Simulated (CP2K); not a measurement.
Runs of CP2K 2026.2 on CdSe. Symmetry: F-43m, No. 216, cubic system. The conventional cell has a = 6.141 Å, b = 6.141 Å, c = 6.141 Å, α = 90.00°, β = 90.00°, γ = 90.00°. Around Cd (site symmetry -43m) lie 4 Se at 2.66 Å. Around Se (site symmetry -43m) lie 4 Cd at 2.66 Å. Measurements of this composition are mostly on another form, of space group No. 186.

| task | level | potentials or basis | spin | cell | smearing | EPS_DEFAULT | k points reduced by the point group | NGRIDS | CUTOFF of the grids | points a segment of the path (NPOINTS) | gap on the mesh (eV) | pressure (GPa) |
| --- | --- | --- | --- | --- | --- | --- | --- | --- | --- | --- | --- | --- |
| single point | PBE | POTENTIAL_UZH Cd GTH-PBE-q12, Se GTH-PBE-q6; TZVP-MOLOPT-PBE-GTH basis | off | as given | fermi-dirac 0.05 eV | 1.0E-10 | yes | 4 | 450 Ry | - | 0.55 | 1.8 |
| band structure | r2SCAN | POTENTIAL_UZH Cd GTH-SCAN-q12, Se GTH-SCAN-q6; TZVP-MOLOPT-SCAN-GTH basis | off | as given | fermi-dirac 0.1 eV | 1.0E-9 | yes | 4 | 675 Ry | 10 | 0.93 | (b) |
| band structure | PBE | GTH_SOC_POTENTIALS Cd GTH-PBE-q12, Se GTH-PBE-q6; TZVP-MOLOPT-PBE-GTH basis | SOC, no magnetisation | as given | fermi-dirac 0.05 eV | 1.0E-9 | - | 4 | 450 Ry | 6 | - | 1.7 |
| single point | PBE | POTENTIAL_UZH Cd GTH-PBE-q12, Se GTH-PBE-q6; TZVP-MOLOPT-PBE-GTH basis | off | atoms moved at random, drawn with an rms of 0.05 Å | fermi-dirac 0.05 eV | 1.0E-10 | yes | 5 | 450 Ry | - | 0.51 | 2.0 |
| band structure | TB-mBJ | POTENTIAL_UZH Cd GTH-PBE-q12, Se GTH-PBE-q6; TZVP-MOLOPT-PBE-GTH basis | off | as given | fermi-dirac 0.1 eV | 1.0E-9 | yes | 5 | 675 Ry | 6 | 0.38 | - |
| band structure | LDA | GTH_POTENTIALS Cd GTH-PADE-q12, Se GTH-PADE-q6; TZVP-MOLOPT-PBE-GTH basis | off | as given | fermi-dirac 0.05 eV | 1.0E-9 | yes | 4 | 450 Ry | 8 | 0.27 | (a) |
| band structure | PBE | POTENTIAL_UZH Cd GTH-PBE-q12, Se GTH-PBE-q6; TZVP-MOLOPT-PBE-GTH basis | off | as given | fermi-dirac 0.01 eV | 1.0E-9 | yes | 4 | 450 Ry | 10 | 0.55 | 1.8 |
| band structure | PBEsol | POTENTIAL_UZH Cd GTH-PBE-q12, Se GTH-PBE-q6; TZVP-MOLOPT-PBE-GTH basis | off | as given | fermi-dirac 0.01 eV | 1.0E-9 | yes | 5 | 450 Ry | 10 | 0.39 | -0.4 |

Alike in all rows: k mesh 8 × 8 × 8.

Task: Estimate the missing entries.

Result: (a) -2.8; (b) -0.1.

Caveats: the basis of atomic orbitals isn't converged, which shifts pressures, moduli and gaps; the potentials were made for another functional, which shifts forces and pressure (some runs); this is a model potential without an energy functional, so only levels have meaning (some runs).

A k mesh can miss the band edges, and rows without SOC leave out spin-orbit coupling on Cd, Se.
